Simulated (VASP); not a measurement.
# KTaO₃: convergence, equation of state

KTaO₃, Pm-3m (no. 221), 5 atoms in the cell. R2SCAN; PAW potentials Ta_sv_GW, K_sv_GW, O_GW (PBE set). VASP 6.6.1.

Wanted: equilibrium volume within 0.125 %; bulk modulus within 1 %.

What the run is for: choice of potentials; Accuracy asked: tight; Volumes (times the given one): 0.91, 0.94, 0.97, 1, 1.03, 1.06, 1.09.

## Potentials and cutoff

| Potentials and cutoff | Equilibrium volume (Å³/atom) | Bulk modulus (GPa) | Time (s) |
|---|---|---|---|
| Ta_sv_GW K_sv_GW O_GW, ENCUT 660 | 12.7 | 211 | 711 |
| Ta_pv K_sv O_h, ENCUT 1220 | 12.76 | 209.4 | 1987 |
| Ta_pv K_sv O, ENCUT 640 | 12.77 | 209.4 | 674 |
| Ta K_pv O, ENCUT 640 | 12.79 | 214.8 | 539 |

## Question

For each series: keep the first row unless others stay within the tolerance and take at least 30 % less time, and then take the fastest.

## Answer

- Potentials and cutoff: Ta_sv_GW K_sv_GW O_GW, ENCUT 660

The chosen settings are those of the reference run.

## The input

INCAR:
```
SYSTEM = KTaO3
METAGGA = R2SCAN
ISMEAR = 0
SIGMA = 0.03
LWAVE = .FALSE.
LCHARG = .FALSE.
ISIF = 2
NSW = 0
ENCUT = 660
PREC = Accurate
LASPH = .TRUE.
LREAL = .FALSE.
ALGO = Normal
EDIFF = 1E-7
NELM = 120
GGA_COMPAT = .FALSE.
EFERMI = MIDGAP
LMIXTAU = .TRUE.
KPAR = 2
```

KPOINTS:
```
k-points
0
Gamma
  6 6 6
```

POSCAR.step1:
```
KTaO3
1.0
    3.8648705237      0.0000000000      0.0000000000
    0.0000000000      3.8648705237      0.0000000000
    0.0000000000      0.0000000000      3.8648705237
Ta K O
1 1 3
Direct
    0.0000000000      0.0000000000      0.0000000000
    0.5000000000      0.5000000000      0.5000000000
    0.0000000000      0.0000000000      0.5000000000
    0.0000000000      0.5000000000      0.0000000000
    0.5000000000      0.0000000000      0.0000000000
```

POSCAR.step2:
```
KTaO3
1.0
    3.9068832774      0.0000000000      0.0000000000
    0.0000000000      3.9068832774      0.0000000000
    0.0000000000      0.0000000000      3.9068832774
Ta K O
1 1 3
Direct
    0.0000000000      0.0000000000      0.0000000000
    0.5000000000      0.5000000000      0.5000000000
    0.0000000000      0.0000000000      0.5000000000
    0.0000000000      0.5000000000      0.0000000000
    0.5000000000      0.0000000000      0.0000000000
```

POSCAR.step3:
```
KTaO3
1.0
    3.9480113869      0.0000000000      0.0000000000
    0.0000000000      3.9480113869      0.0000000000
    0.0000000000      0.0000000000      3.9480113869
Ta K O
1 1 3
Direct
    0.0000000000      0.0000000000      0.0000000000
    0.5000000000      0.5000000000      0.5000000000
    0.0000000000      0.0000000000      0.5000000000
    0.0000000000      0.5000000000      0.0000000000
    0.5000000000      0.0000000000      0.0000000000
```

POSCAR.step4:
```
KTaO3
1.0
    3.9883000000      0.0000000000      0.0000000000
    0.0000000000      3.9883000000      0.0000000000
    0.0000000000      0.0000000000      3.9883000000
Ta K O
1 1 3
Direct
    0.0000000000      0.0000000000      0.0000000000
    0.5000000000      0.5000000000      0.5000000000
    0.0000000000      0.0000000000      0.5000000000
    0.0000000000      0.5000000000      0.0000000000
    0.5000000000      0.0000000000      0.0000000000
```

POSCAR.step5:
```
KTaO3
1.0
    4.0277906871      0.0000000000      0.0000000000
    0.0000000000      4.0277906871      0.0000000000
    0.0000000000      0.0000000000      4.0277906871
Ta K O
1 1 3
Direct
    0.0000000000      0.0000000000      0.0000000000
    0.5000000000      0.5000000000      0.5000000000
    0.0000000000      0.0000000000      0.5000000000
    0.0000000000      0.5000000000      0.0000000000
    0.5000000000      0.0000000000      0.0000000000
```

POSCAR.step6:
```
KTaO3
1.0
    4.0665218197      0.0000000000      0.0000000000
    0.0000000000      4.0665218197      0.0000000000
    0.0000000000      0.0000000000      4.0665218197
Ta K O
1 1 3
Direct
    0.0000000000      0.0000000000      0.0000000000
    0.5000000000      0.5000000000      0.5000000000
    0.0000000000      0.0000000000      0.5000000000
    0.0000000000      0.5000000000      0.0000000000
    0.5000000000      0.0000000000      0.0000000000
```

POSCAR.step7:
```
KTaO3
1.0
    4.1045288994      0.0000000000      0.0000000000
    0.0000000000      4.1045288994      0.0000000000
    0.0000000000      0.0000000000      4.1045288994
Ta K O
1 1 3
Direct
    0.0000000000      0.0000000000      0.0000000000
    0.5000000000      0.5000000000      0.5000000000
    0.0000000000      0.0000000000      0.5000000000
    0.0000000000      0.5000000000      0.0000000000
    0.5000000000      0.0000000000      0.0000000000
```

Commands (each step's output is kept before the next begins):
```
cat potpaw_PBE.64/Ta_sv_GW/POTCAR potpaw_PBE.64/K_sv_GW/POTCAR potpaw_PBE.64/O_GW/POTCAR > POTCAR
cp POSCAR.step1 POSCAR
mpirun -np 2 vasp_std > vasp.out
cp POSCAR.step2 POSCAR
mpirun -np 2 vasp_std > vasp.out
cp POSCAR.step3 POSCAR
mpirun -np 2 vasp_std > vasp.out
cp POSCAR.step4 POSCAR
mpirun -np 2 vasp_std > vasp.out
cp POSCAR.step5 POSCAR
mpirun -np 2 vasp_std > vasp.out
cp POSCAR.step6 POSCAR
mpirun -np 2 vasp_std > vasp.out
cp POSCAR.step7 POSCAR
mpirun -np 2 vasp_std > vasp.out
```

Limits: Total energies under different potentials can't be compared; the cell and the gap can.

The chosen input took VASP 6.6.1 711 s on 2 cores (Intel Xeon Platinum 8259CL @ 2.50GHz (Skylake/Cascade Lake)), a shared host.
